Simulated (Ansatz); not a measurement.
# CdS: how the settings move a single-point run

Aim: see which settings change the result for CdS, by how much, and at what cost. The cell is built on a prototype (CsCl type) and needn't be the phase found in nature.

Method: reference: DFT, PBE, plane waves, PAW, in Ansatz 0.2.0.

8 further runs of the same task are left out: 1 for a known fault of the program, 7 that didn't finish.

**1. The structure to begin with**

Symmetry: Pm-3m, No. 221, cubic system. Conventional cell: a = 3.387 Å, b = 3.387 Å, c = 3.387 Å, α = 90.00°, β = 90.00°, γ = 90.00°. Cd (site symmetry m-3m) is surrounded by 8 S at 2.93 Å. S (site symmetry m-3m) is surrounded by 8 Cd at 2.93 Å.

Structure file:

```xyz
2
Lattice="3.3869 0.0000 0.0000 0.0000 3.3869 0.0000 0.0000 0.0000 3.3869" Properties=species:S:1:pos:R:3 pbc="T T T"
Cd    0.0000    0.0000    0.0000
S     1.6935    1.6935    1.6935
```

**2. Reference**

Input file input.yaml:

```yaml
crystal:
  lattice:
    - [3.386908614, 0.0, 0.0]
    - [0.0, 3.386908614, 0.0]
    - [0.0, 0.0, 3.386908614]
  atoms:
    - { symbol: Cd, position: [0.0, 0.0, 0.0] }
    - { symbol: S, position: [0.5, 0.5, 0.5] }
kpoints:
  mp_grid: { grid: [6, 6, 6] }
hamiltonian:
  xc: pbe
scf:
  occupations: { method: fermi_dirac, width: 0.02 }
  n_extra_bands: 4
output:
  forces: true
  stress: true
  eigenvalues: true
```

The run is started by

```
> ansatz run input.yaml --threads 4 --pin off --max-ram 3686MiB --backend cpu --events-out ev --progress --plain --runs-dir out
```

**3. A further run, with the input changed**

input.yaml: that of step 2 with these lines changed.

```diff
@@ -13,3 +13,3 @@
 scf:
-  occupations: { method: fermi_dirac, width: 0.02 }
+  occupations: { method: fixed }
   n_extra_bands: 4
```

**5. Changing settings: ecutwfc 500**

input.yaml: that of step 2 with these lines changed.

```diff
@@ -19 +19,3 @@
   eigenvalues: true
+basis:
+  ecutwfc: 500
```

**6. The same system, input altered**

input.yaml: that of step 2 with these lines changed.

```diff
@@ -15,2 +15,3 @@
   n_extra_bands: 4
+  max_iter: 70
 output:
@@ -19 +20,4 @@
   eigenvalues: true
+magnetization:
+  spin_polarized: true
+  initial_magnetization: 2.0
```

**8. Changing settings: eigensolver.kind dense**

input.yaml: that of step 2 with these lines changed.

```diff
@@ -15,2 +15,3 @@
   n_extra_bands: 4
+  eigensolver: { kind: dense }
 output:
```

**9. Changed: ecutwfc 350**

input.yaml: that of step 2 with these lines changed.

```diff
@@ -19 +19,3 @@
   eigenvalues: true
+basis:
+  ecutwfc: 350
```

**10. The same system, input altered**

input.yaml: that of step 2 with these lines changed.

```diff
@@ -15,2 +15,3 @@
   n_extra_bands: 4
+  max_iter: 91
 output:
@@ -19 +20,4 @@
   eigenvalues: true
+magnetization:
+  spin_polarized: true
+  initial_magnetization: 6.0
```

(Steps that only read results are left out.)

Q: Predict the outcome of this session. Wanted: for each run, ending; energy change; pressure; gap; abs. moment; force.

As calculated:

```csv
run,ending,energy change,pressure (GPa),gap (eV),abs. moment (μB),force (eV/Å),cycles,time
reference,converged,0,1.7,0.00,0.00,0.00,6,1.2 s
"1: occupations.method fixed, width left out",converged,+24.2 meV/atom (σ→0),1.8,0.00,0.00,0.00,8,1.4 s
2: ecutwfc 500,converged,-1.1 meV/atom,1.7,0.00,0.00,0.00,6,1.3 s
"3: spin_polarized true, initial_magnetization 2.0",converged,-0.3 meV/atom,1.6,-,0.10,0.00,16,2.5 s
4: eigensolver.kind dense,converged,0.0 meV/atom,1.7,0.00,0.00,0.00,6,25 s
5: ecutwfc 350,converged,+2.5 meV/atom,1.7,0.00,0.00,0.00,6,1.1 s
"6: spin_polarized true, initial_magnetization 6.0",converged,-0.3 meV/atom,1.6,-,0.10,0.00,15,2.6 s
```

Residual by cycle in the longest SCF loop of each run; runs are numbered as in the table. The quantity is the density residual dr2, in eV.

```csv
cycle,reference,run 1,run 2,run 3,run 4,run 5,run 6
1,0.0258,0.0672,0.0259,0.31,0.0252,0.0259,1.51
2,0.00242,0.0235,0.00254,0.451,0.00224,0.00249,0.113
4,8.0e-6,1.3e-5,8.4e-6,0.0129,8.3e-6,8.0e-6,0.0604
5,2.4e-8,7.4e-6,1.6e-8,7.6e-4,2.9e-8,2.4e-8,0.0336
6,4.6e-10,1.0e-6,3.6e-10,0.00154,1.1e-10,3.3e-10,0.0417
8,-,9.7e-9,-,2.7e-4,-,-,0.0463
9,-,-,-,5.0e-6,-,-,4.9e-4
11,-,-,-,2.4e-5,-,-,1.1e-5
12,-,-,-,1.6e-6,-,-,2.3e-7
13,-,-,-,1.9e-6,-,-,1.5e-9
15,-,-,-,2.5e-12,-,-,1.3e-11
16,-,-,-,4.0e-14,-,-,-
```

**Reading.** Run 1 forced a fixed filling on bands that overlap, as the log warns, so it is not on the ground state. Semilocal functionals close small gaps, so the missing gap need not be the real solid's. Run 5 ran under the cutoff that the potentials recommend, as the log warns, so basis error is mixed into its values. Of the variants the dearest is «eigensolver.kind dense» (25 s), the cheapest «ecutwfc 350» (1.1 s), on a shared host.
